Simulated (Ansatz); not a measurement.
# MnO (Fm-3m) in Ansatz: a series of runs

Aim: see how the results for MnO move with the level of theory and the settings. Levels: r2SCAN, r2SCAN+U. Tasks: band structure.

Program: Ansatz 0.2.0. These are calculated values, not measurements. Logs are shortened: lines on timing, memory, paths and dates and some standing lists are left out, and cuts for length are marked.

## Step 1: Starting point

It takes space group Fm-3m (No. 225, cubic). Conventional cell: a = 4.448 Å, b = 4.448 Å, c = 4.448 Å, α = 90.00°, β = 90.00°, γ = 90.00°. Around Mn (site symmetry m-3m) lie 6 O at 2.22 Å. O (site symmetry m-3m) is surrounded by 6 Mn at 2.22 Å.

The cell is a database's computed one.

## Step 2: Band structure, r2SCAN, collinear spin, ferromagnetic start

File input.yaml:

```yaml
crystal:
  lattice:
    - [0.0, 2.2239077028, 2.2239077028]
    - [2.2239077028, 0.0, 2.2239077028]
    - [2.2239077028, 2.2239077028, 0.0]
  atoms:
    - { symbol: Mn, position: [0.0, 0.0, 0.0], spin: 4.0 }
    - { symbol: O, position: [0.5, 0.5, 0.5] }
hamiltonian:
  xc: r2scan
  pseudopotentials: { kind: paw }
magnetization:
  spin_polarized: true
kpoints:
  mp_grid: { grid: [10, 10, 10] }
  band_path:
    path:
      - [[0.0, 0.0, 0.0], [0.5, 0.0, 0.5], [0.5, 0.25, 0.75], [0.375, 0.375, 0.75], [0.0, 0.0, 0.0], [0.5, 0.5, 0.5], [0.625, 0.25, 0.625], [0.5, 0.25, 0.75], [0.5, 0.5, 0.5], [0.375, 0.375, 0.75]]
      - [[0.625, 0.25, 0.625], [0.5, 0.0, 0.5]]
    npoints: 14
scf:
  occupations: { method: fermi_dirac, width: 0.05 }
  n_extra_bands: 6
output:
  forces: true
  stress: true
  eigenvalues: true
  fatbands: true
```

Potentials or basis: Ansatz PAW.

The run is started by

```sh
ansatz run input.yaml --threads 2 --pin off --max-ram 5632MiB --backend cpu --events-out ev --progress --plain --runs-dir out
```

The log of the run:

```text
Warning: RAYON_NUM_THREADS=2 ignored (pool sized by the plan → 2); use --threads N
scf.n_extra_bands = 6 over 11 filled bands (N_el = 21.0): the run solves 17 bands
Engine: ansatz 0.2.0, aarch64-unknown-linux-gnu
Pseudopotentials: kind: paw
Pseudopotential: Mn, paw, valence charge 15, recommended cutoff 500 eV (meta_gga), Mn.paw.azcp
Pseudopotential: O, paw, valence charge 6, recommended cutoff 500 eV (meta_gga), O.paw.azcp
Functional definition: r2SCAN
  parameter k0 = 0.174
  parameter k1 = 0.065
  parameter a1 = 4.9479
  exchange = r2scan_x(k0 = k0, k1 = k1, a1 = a1)
  correlation = r2scan_c
Crystal: 2 atoms, lattice volume = 21.998 Å³
Basis set: ecut = 500 eV, 537 PW (Γ), exchange–correlation on 96×96×96 points (64 copies of the dense FFT grid, shifted against one another)
Bands: 17, of which v1, the nominal top of the filled ones, is band 11 counted from 1 (10 counted from 0)
Symmetry: 48 space group operations
Space group: Fm-3m (ITA 225), of the structure as read, at distance tolerance 2.8e-5 Å
Magnetic group: BNS 225.116 (UNI 1618), of the structure as read, at distance tolerance 2.8e-5 Å
k-points: 47 of 1000
Non-local potential: Mn, projectors of the file, l = 0: 3, l = 1: 2, l = 2: 3, l = 3: 1
Non-local potential: O, projectors of the file, l = 0: 2, l = 1: 2, l = 2: 1
PAW form: soft (Blöchl's): semilocal exchange-correlation on the pseudo side does not see the compensation charge
PAW frozen core: Mn, regenerated for the run's functional (the file was generated under x = pbe(κ = 0.804, μ = 0.2195149727645171), c = pbe(β = 0.06672455060314922))
PAW frozen core: O, regenerated for the run's functional (the file was generated under x = pbe(κ = 0.804, μ = 0.2195149727645171), c = pbe(β = 0.06672455060314922))
PAW one-centre angular grid: Mn, 590 points (default); XC on 160 Gauss nodes
PAW one-centre angular grid: O, 302 points (default); XC on 160 Gauss nodes
Initial density: superposition of atomic densities (chi_scale 0.1, normalization cell, long waves kept (reshape's long-wave potential 0.00 eV rms))
Starting moments: Σ|m| = 4 μB on 1 of 2 sites
Initial wavefunctions: pseudopotential atomic-orbital guess
Functional: x = r2scan, c = r2scan; τ floored in thin density (d = 2e-4 eV/Å³)
SCF iter   1: F=—  HF=-4473.433174 eV  |F-HF|=—  |Δ(HF+E_count)|=         —  Δρ=1.50e-1 (↑1.50e-1 ↓5.78e-2)  dr2=5.01e0  dr2_τ=1.90e-2  dr2_m=1.17e0  M=4.676 μB ∫|m|=4.676 μB  β_m=1.00  ethr=3.10e-3  ⟨swp⟩=3.7  Hψ=6575  notcnv=0
Mixer restart at iter 1: flushing history
preconditioner: auto → none  [metal: Δε(μ)=0.042 eV  Ē_g=13.473 eV  σ=0.050 eV  W_gap=0.20  n_scr=8 (ndim 8)  ℏωp=28.5 eV  f_vac=0.000  D(μ)=1.01/eV (n_scr^D=14)  sad-step TF]
SCF iter   2: F=—  HF=-4472.932224 eV  |F-HF|=—  |Δ(HF+E_count)|=   5.01e-1  Δρ=4.53e-2 (↑4.53e-2 ↓4.08e-2)  dr2=1.35e0  dr2_τ=2.56e-2  dr2_m=1.72e-2  M=4.845 μB ∫|m|=4.845 μB  β_m=1.00  ethr=3.10e-3  ⟨swp⟩=2.6  Hψ=3808  notcnv=0  defer=114  κ⁻¹=1.0e0(r=1)
SCF iter   3: F=—  HF=-4473.270530 eV  |F-HF|=—  |Δ(HF+E_count)|=   3.38e-1  Δρ=1.59e-2 (↑1.26e-2 ↓1.59e-2)  dr2=1.43e-1  dr2_τ=3.03e-3  dr2_m=4.08e-3  M=4.944 μB ∫|m|=4.944 μB  β_m=1.00  ethr=3.10e-3  ⟨swp⟩=2.9  Hψ=3266  notcnv=0  defer=116  κ⁻¹=8.7e-2(r=2)
SCF iter   4: F=—  HF=-4473.450318 eV  |F-HF|=—  |Δ(HF+E_count)|=         —  Δρ=9.79e-3 (↑9.67e-3 ↓9.79e-3)  dr2=5.67e-2  dr2_τ=2.05e-3  dr2_m=1.05e-3  M=4.985 μB ∫|m|=4.985 μB  β_m=1.00  ethr=6.81e-4  ⟨swp⟩=2.3  Hψ=3519  notcnv=0  defer=116
Mixer restart at iter 4: flushing history
SCF iter   5: F=—  HF=-4473.478428 eV  |F-HF|=—  |Δ(HF+E_count)|=   2.81e-2  Δρ=4.91e-3 (↑4.80e-3 ↓4.91e-3)  dr2=9.79e-3  dr2_τ=4.27e-4  dr2_m=4.80e-5  M=4.991 μB ∫|m|=4.991 μB  β_m=1.00  ethr=2.70e-4  ⟨swp⟩=2.4  Hψ=2460  notcnv=0  defer=116  κ⁻¹=1.0e0(r=1)
SCF iter   6: F=—  HF=-4473.532420 eV  |F-HF|=—  |Δ(HF+E_count)|=   5.40e-2  Δρ=4.01e-3 (↑3.48e-3 ↓4.01e-3)  dr2=7.11e-3  dr2_τ=1.38e-4  dr2_m=1.12e-4  M=4.994 μB ∫|m|=4.994 μB  β_m=1.00  ethr=4.66e-5  ⟨swp⟩=2.4  Hψ=3153  notcnv=0  defer=116  κ⁻¹=2.1e-2(r=2)
SCF iter   7: F=—  HF=-4473.589994 eV  |F-HF|=—  |Δ(HF+E_count)|=   5.76e-2  Δρ=1.99e-3 (↑1.83e-3 ↓1.99e-3)  dr2=2.49e-3  dr2_τ=3.09e-5  dr2_m=2.68e-5  M=4.996 μB ∫|m|=4.996 μB  β_m=1.00  ethr=3.38e-5  ⟨swp⟩=2.0  Hψ=2892  notcnv=0  defer=116  κ⁻¹=9.4e-3(r=3)
SCF iter   8: F=—  HF=-4473.613755 eV  |F-HF|=—  |Δ(HF+E_count)|=   2.38e-2  Δρ=8.21e-4 (↑8.10e-4 ↓8.21e-4)  dr2=3.30e-4  dr2_τ=8.05e-6  dr2_m=2.36e-6  M=4.998 μB ∫|m|=4.998 μB  β_m=1.00  ethr=1.19e-5  ⟨swp⟩=2.0  Hψ=3152  notcnv=0  defer=116  κ⁻¹=1.2e-3(r=4)
SCF iter   9: F=—  HF=-4473.614207 eV  |F-HF|=—  |Δ(HF+E_count)|=   4.52e-4  Δρ=4.24e-4 (↑3.46e-4 ↓4.24e-4)  dr2=6.55e-5  dr2_τ=1.61e-6  dr2_m=3.15e-6  M=4.998 μB ∫|m|=4.998 μB  β_m=1.00  ethr=1.57e-6  ⟨swp⟩=2.0  Hψ=2777  notcnv=0  defer=116  κ⁻¹=3.5e-4(r=5)
SCF iter  10: F=—  HF=-4473.614440 eV  |F-HF|=—  |Δ(HF+E_count)|=   2.33e-4  Δρ=9.38e-5 (↑9.38e-5 ↓9.08e-5)  dr2=2.69e-6  dr2_τ=1.40e-7  dr2_m=1.29e-7  M=4.998 μB ∫|m|=4.998 μB  β_m=1.00  ethr=3.12e-7  ⟨swp⟩=2.0  Hψ=2399  notcnv=0  defer=116  κ⁻¹=1.6e-4(r=6)
SCF iter  11: F=—  HF=-4473.614439 eV  |F-HF|=—  |Δ(HF+E_count)|=   7.05e-7  Δρ=2.68e-5 (↑2.68e-5 ↓2.35e-5)  dr2=2.70e-7  dr2_τ=1.06e-8  dr2_m=1.47e-8  M=4.998 μB ∫|m|=4.998 μB  β_m=1.00  ethr=1.28e-8  ⟨swp⟩=2.0  Hψ=2179  notcnv=0  defer=116  κ⁻¹=2.2e-6(r=7)
SCF iter  12: F=—  HF=-4473.614440 eV  |F-HF|=—  |Δ(HF+E_count)|=   1.03e-6  Δρ=1.66e-5 (↑1.66e-5 ↓1.48e-5)  dr2=9.33e-8  dr2_τ=4.47e-9  dr2_m=1.59e-9  M=4.998 μB ∫|m|=4.998 μB  β_m=1.00  ethr=1.29e-9  ⟨swp⟩=2.1  Hψ=1921  notcnv=0  defer=116  κ⁻¹=1.0e-7(r=8)
SCF iter  13: F=—  HF=-4473.614441 eV  |F-HF|=—  |Δ(HF+E_count)|=   1.17e-6  Δρ=2.43e-6 (↑2.43e-6 ↓2.33e-6)  dr2=7.11e-10  dr2_τ=1.39e-10  dr2_m=4.52e-10  M=4.998 μB ∫|m|=4.998 μB  β_m=1.00  ethr=4.44e-10  ⟨swp⟩=2.0  Hψ=2588  notcnv=0  defer=116  κ⁻¹=1.8e-7(r=8)
SCF iter  14: F=-4473.614441 eV  HF=-4473.614441 eV  |F-HF|=3.79e-10  |Δ(HF+E_count)|=   5.95e-9  Δρ=2.35e-6 (↑9.45e-7 ↓2.35e-6)  dr2=2.16e-9  dr2_τ=4.63e-11  dr2_m=1.22e-10  M=4.998 μB ∫|m|=4.998 μB  ethr=3.39e-12  ⟨swp⟩=3.5  Hψ=5941  notcnv=0
SCF 1 converged in 14 iterations: F = -4473.614441 eV  dr2 = 2.16e-9
this state was not tested for a lower state beside it, because the mixer in use, unlike msr1, does not test its closes by its own steps (another_mixer; see scf.mixing.algorithm and scf.lower_state_search)
NSCF: frozen V_eff on 142 k-points
SCF converged after 14 iterations
Magnetization: 4.9981 μB (12.9990 up, 8.0010 down)
Absolute magnetization: 4.9981 μB (∫|ρ↑−ρ↓|, with the PAW one-centre terms)
Spin contamination: 0.0046 ħ² per cell (⟨S²⟩ above its minimum at these occupations)
Per-site moments (μB) at R_I (Å): [(4.264711136942528, 0.9173619274050001), (0.2587264643555584, 0.9173619274050001)]
Free energy (F): -4473.614441 eV
Harris-Foulkes:  -4473.614441 eV  (|F-HF|=3.79e-10)
Internal energy: -4473.613878 eV  (E = F + TS)
E sigma→0 (E₀):  -4473.614159 eV
Entropy (-TS):   -0.000564 eV (-0.282 meV/atom)
Fermi energy:    13.265696 eV
--- Per-component energies (eV) ---
  E_band       = -269.853866
  E_kinetic    = 475.467145
  E_local      = -2240.010241  (includes V_loc(G=0)·N_el)
  E_nonlocal   = 305.967367
  E_hartree    = 900.585907
  E_xc         = -180.366630
  E_vxc        = -262.829436  (∫ρ·V_xc dr)
  E_paw        = -1480.371515  (= ΣΔE_a)
  E_vpaw       = -367.138514  (= ΣTr[D̂ρ^β])
  E_aug_tail   = 0.001000  (compensation charges beyond the density's cutoff)
  E_vtau       = 17.516594  (kinetic-family band-sum trace: ∫τ·v_τ [+ j·A + Jᵃ·Aᵃ] dr)
  E_ewald      = -2254.571925
  E_core_change = -0.314984  (= ΣΔE_core)
  E_smearing   = -0.000564  (= −TS)
  E_closure    = 0.000000  (closes the sum)
  Σ components = -4473.614441   (vs F -4473.614441, Δ=0.00e0)
--- Forces (eV/Å), atoms counted from 1 ---
  atom   1  Mn    -0.00000000     0.00000000    -0.00000000
  atom   2  O      0.00000000    -0.00000000     0.00000000
  max |Σ_I F_I| component: 9.89e-30 eV/Å
--- Stress (GPa, compression-positive) ---
        0.257931      -0.000000       0.000000
        0.000000       0.257931      -0.000000
       -0.000000       0.000000       0.257931
  P = ⅓ Tr σ = 0.2579 GPa (2.579 kbar)
--- Band table (eV; the first three rows and the last of 94) ---
  k-point 0 ↑: bands = ["-71.9273", "-39.4090", "-39.4090", "-39.4090", "-8.1011", "9.3166", "9.3166", "9.3166", "9.5860", "9.5860", "9.5860", "10.0896", "10.0896", "13.0308", "27.8735", "30.0959", "30.0959"]
  k-point 1 ↑: bands = ["-71.9267", "-39.4148", "-39.4097", "-39.4097", "-8.0199", "8.4097", "8.6770", "8.6770", "9.7029", "9.7029", "9.9068", "10.7318", "10.7318", "13.7155", "26.6762", "29.7561", "29.7561"]
  k-point 2 ↑: bands = ["-71.9252", "-39.4299", "-39.4116", "-39.4116", "-7.8003", "7.0882", "7.9104", "7.9104", "9.8987", "9.8987", "10.1705", "11.6250", "11.6250", "15.0551", "24.6378", "28.5681", "28.5681"]
  k-point 46 ↓: bands = ["-65.4731", "-33.0507", "-33.0373", "-33.0235", "-6.5680", "7.2025", "7.7994", "8.0715", "15.0094", "16.0762", "16.5852", "16.8949", "17.3150", "23.0111", "23.6049", "24.4741", "27.1597"]
```

Run time: 5.6 s. Hardware: 2 threads of Arm Neoverse V2, shared host; peak memory 0.37 GiB.

Results:

* Free energy: -4473.6144 eV
* Pressure: 0.3 GPa
* Band gap on the k mesh: none (metal or under the smearing width)
* Net moment: 5.00 μB per cell
* Absolute moment: 5.00 μB per cell
* Site moments: Mn +4.26; O +0.26 μB

Levels at the corners of the path, in eV from the Fermi level:
Spin up:
| point | band 11 | band 12 | band 13 | band 14 | band 15 | band 16 |
| --- | --- | --- | --- | --- | --- | --- |
| Γ | -3.68 | -3.18 | -3.18 | -0.23 | 14.61 | 16.83 |
| X | -2.57 | -2.57 | -2.43 | 5.41 | 8.42 | 10.77 |
| W | -2.57 | -2.51 | -1.33 | 7.47 | 8.79 | 8.79 |
| K | -2.46 | -2.11 | -1.37 | 6.84 | 8.49 | 8.60 |
| Γ | -3.68 | -3.18 | -3.18 | -0.23 | 14.61 | 16.83 |
| L | -2.32 | -0.13 | -0.13 | 3.93 | 8.24 | 12.46 |
| U | -2.46 | -2.11 | -1.37 | 6.84 | 8.49 | 8.60 |
| W | -2.57 | -2.51 | -1.33 | 7.47 | 8.79 | 8.79 |
| L | -2.32 | -0.13 | -0.13 | 3.93 | 8.24 | 12.46 |
| K | -2.46 | -2.11 | -1.37 | 6.84 | 8.49 | 8.60 |
| U | -2.46 | -2.11 | -1.37 | 6.84 | 8.49 | 8.60 |
| X | -2.57 | -2.57 | -2.43 | 5.41 | 8.42 | 10.77 |
Spin down:
```csv
point,band 5,band 6,band 7,band 8,band 9,band 10,band 11,band 12
Γ,-20.85,-3.38,-3.38,-3.38,1.53,1.79,1.79,1.79
X,-19.92,-6.56,-4.42,-4.42,0.05,3.15,3.33,3.63
W,-19.82,-5.79,-5.79,-5.27,2.32,2.32,3.33,3.63
K,-19.85,-6.18,-5.77,-4.68,1.40,3.32,3.40,3.53
Γ,-20.85,-3.38,-3.38,-3.38,1.53,1.79,1.79,1.79
L,-19.88,-7.46,-4.83,-4.83,3.04,3.15,3.15,4.85
U,-19.85,-6.18,-5.77,-4.68,1.40,3.32,3.40,3.53
W,-19.82,-5.79,-5.79,-5.27,2.32,2.32,3.33,3.63
L,-19.88,-7.46,-4.83,-4.83,3.04,3.15,3.15,4.85
K,-19.85,-6.18,-5.77,-4.68,1.40,3.32,3.40,3.53
U,-19.85,-6.18,-5.77,-4.68,1.40,3.32,3.40,3.53
X,-19.92,-6.56,-4.42,-4.42,0.05,3.15,3.33,3.63
```

Caveat: the magnetic or orbital state may not be the lowest; a cell with one magnetic atom can't hold antiferromagnetic order, which such compounds often take; semilocal functionals often make such compounds metallic where correlation or magnetic order opens a gap, which also shifts bond lengths; the PAW data sets come from PBE, with cores solved anew for the run's functional, which leaves a small shift of forces and pressure. With open d or f shells a metallic result of r2SCAN can be an artefact of self-interaction; +U or a hybrid may open a gap.

(Part 1 of 3 ends here.)
